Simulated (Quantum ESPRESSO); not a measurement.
Runs of Quantum ESPRESSO 7.5 on CoO. The structure is cubic, space group F-43m (No. 216). Conventional cell: a = 4.687 Å, b = 4.687 Å, c = 4.687 Å, α = 90.00°, β = 90.00°, γ = 90.00°. Around Co (site symmetry -43m) lie 4 O at 2.03 Å. O (site symmetry -43m) is surrounded by 4 Co at 2.03 Å. Measurements of this composition are mostly on another form, of space group No. 225.

```tsv
level	potentials or basis	cell	form of the LDA correlation	gap on the mesh (eV)	pressure (GPa)	moment (μB)
LDA	GBRV 1.5 LDA	relaxed	PZ81	none	0.0	1.65
LDA	GBRV 1.5 LDA	relaxed to 25 GPa	PZ81	none	25.0	(a)
PBEsol	GBRV 1.5 PBEsol	relaxed	-	none	-0.1	2.75
LDA	GBRV 1.5 LDA	relaxed to 10 GPa	PZ81	none	10.0	1.56
```

Alike in all rows: task phonons; spin collinear, ferromagnetic start; k mesh 6 × 6 × 6, shifted; cutoff (eV) 762; smearing fermi-dirac 0.05 eV; the mesh is coarse, so values aren't converged.

Task: Fill in the values left out.

Result: (a) 1.40.

Caveats: all runs use coarse meshes; the mesh is thin for the phonons of a metal; a cell with one magnetic atom can't hold antiferromagnetic order, which such compounds often take; semilocal functionals often make such compounds metallic where correlation or magnetic order opens a gap, which also shifts bond lengths; the cell is more than 3 GPa from zero pressure, which shifts response properties (some runs).

A gap of «none» marks a metal or a gap under the smearing width.
